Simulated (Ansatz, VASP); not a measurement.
## One calculation of FeSi2, two programs

```
Fe Si
1.0
     2.42235    0.00000    0.00000
     0.00000    2.42235    0.00000
     0.00000    0.00000    4.79573
Fe Si
1 2
Direct
  0.00000 0.00000 0.00000
  0.50000 0.50000 0.27914
  0.50000 0.50000 0.72086
```

Alike in both runs: functional PBEsol; k mesh 18 × 18 × 10; occupations gaussian, width 0.1 eV; no spin polarisation.

Ansatz relaxed the structure, and its values are those at the end. VASP's run is a single point on that final structure, the one shown.

|  | VASP | Ansatz |
| --- | --- | --- |
| version | VASP 6.6.1 | Ansatz 0.2.0 |
| potentials or method | VASP PAW PBE potentials, release 64 (Fe, Si) | scalar-relativistic, plane waves, PAW |
| plane-wave cutoff (eV) | 520 | 420 |
| valence electrons in the cell | 16 | 24 |

VASP gave:

- gap on the k mesh at the Fermi level (eV): none
- rms of the force components (eV/Å): 0.039

Task: Which values does Ansatz return?

Result: gap on the k mesh at the Fermi level (eV): none; rms of the force components (eV/Å): 0.000.

A gap of «none» marks a metal or a gap that the smearing closes. The two sets of potentials don't hold the same shells in valence.

Caveats: the PAW data sets were made with another functional, which shifts forces and pressure a little (VASP). Spin polarisation is off, so any magnetic state and its effect on volume and gap are missing.
